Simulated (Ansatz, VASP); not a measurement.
## Two plane-wave programs on AgBr

The input INCAR:

```
SYSTEM = AgBr
PREC = Accurate
ENCUT = 600
EDIFF = 1E-6
ISMEAR = 0
SIGMA = 0.02
LREAL = .FALSE.
LASPH = .TRUE.
NELM = 80
ALGO = Fast
ISIF = 3
LWAVE = .FALSE.
LCHARG = .FALSE.
GGA = CA
IBRION = 2
NSW = 70
EDIFFG = -0.005
```

The input KPOINTS:

```
regular mesh
0
G
  8 8 8
  0 0 0
```

POSCAR

```
AgBr
1.0
    0.0000000000      2.9216612883      2.9216612883
    2.9216612883      0.0000000000      2.9216612883
    2.9216612883      2.9216612883      0.0000000000
Ag Br
1 1
Direct
    0.0000000000      0.0000000000      0.0000000000
    0.5000000000      0.5000000000      0.5000000000
```

Input for Ansatz:

```yaml
crystal:
  lattice:
    - [0.0, 2.9216612883, 2.9216612883]
    - [2.9216612883, 0.0, 2.9216612883]
    - [2.9216612883, 2.9216612883, 0.0]
  atoms:
    - { symbol: Ag, position: [0.0, 0.0, 0.0] }
    - { symbol: Br, position: [0.5, 0.5, 0.5] }
basis:
  ecutwfc: 420
kpoints:
  mp_grid: { grid: [8, 8, 8] }
hamiltonian:
  xc: lda
scf:
  occupations: { method: gaussian, width: 0.02 }
output:
  forces: true
  stress: true
  eigenvalues: true
relax:
  adjacent_minimum: "off"
  f_tol: 0.005
  max_steps: 50
  cell: { stress_tol: 0.05 }
```

Alike in both runs: task relaxation of cell and atoms; functional LDA; k mesh 8 × 8 × 8; occupations gaussian, width 0.02 eV; no spin polarisation.

```csv
,VASP,Ansatz
version,VASP 6.6.1,Ansatz 0.2.0
potentials or method,"VASP PAW LDA potentials, release 64 (Ag, Br)","scalar-relativistic, plane waves, PAW"
plane-wave cutoff (eV),600,420
valence electrons in the cell,18,26
```

|  | VASP | Ansatz | Ansatz less VASP |
| --- | --- | --- | --- |
| gap on the k mesh at the Fermi level, each at its own relaxed structure (eV) | 0.42 | 0.38 | -0.035 |
| relaxed volume (Å³/atom) | 21.80 | 21.77 | -0.030 |
| relaxed cell length with the largest relative difference (Å) | 3.950 | 3.949 | -0.0018 |
| energy change over the relaxation (meV/atom) | -67 | -69 | -1.4 |

The two sets of potentials don't hold the same shells in valence.

A k mesh can miss the band edges. LDA gaps usually lie below the measured ones, often by a third to a half. Zero-point motion and thermal expansion aren't in these numbers.
